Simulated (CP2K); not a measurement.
CuO:

```
CELL_PARAMETERS angstrom
2.90048 0.00000 0.00000
-0.19482 5.54059 0.00000
-1.13822 -2.25626 5.04529
ATOMIC_POSITIONS crystal
Cu 0.32133 0.95658 0.29054
Cu 0.67867 0.04342 0.70946
Cu 0.32256 0.52186 0.68365
Cu 0.67744 0.47814 0.31635
O 0.41767 0.70732 0.00990
O 0.41393 0.79268 0.65850
O 0.22494 0.34817 0.07342
O 0.94346 0.15183 0.25818
```

Base run:

| Quantity | Value |
| --- | --- |
| Program | CP2K 2026.2 |
| Functional | PBEsol |
| Potentials or basis | POTENTIAL_UZH Cu GTH-PBE-q11, O GTH-PBE-q6; DZVP-MOLOPT-PBE-GTH basis |
| Density cutoff | 11565 eV |
| k mesh | 7 × 4 × 4 |
| Occupations | fermi-dirac, width 0.05 eV |
| Spin | no spin polarisation |

Its results: band gap on the k mesh none (metal or under the smearing width); pressure 53.8 GPa; largest force 17.307 eV/Å.

Task: The run is repeated on the same cell with these changes: functional from PBEsol to PBE. What comes out?

Result: Band gap on the k mesh none (metal or under the smearing width); pressure 61.5 GPa; largest force 17.724 eV/Å.

PBE binds less tightly than PBEsol, so the same cell stands under more pressure.

Caveats: a pressure of tens of GPa on the cell as given is suspect, and the run, the potentials or the cell itself is likely at fault; the basis of atomic orbitals isn't converged, which shifts pressures, moduli and gaps; the run has no spin polarisation, though such a crystal can be magnetic; semilocal functionals often make such compounds metallic where correlation or magnetic order opens a gap, which also shifts bond lengths; the potentials were made for another functional, which shifts forces and pressure (some runs); forces of over 1 eV/Å show positions far from the minimum, so gaps and moduli don't describe the material at rest (some runs).
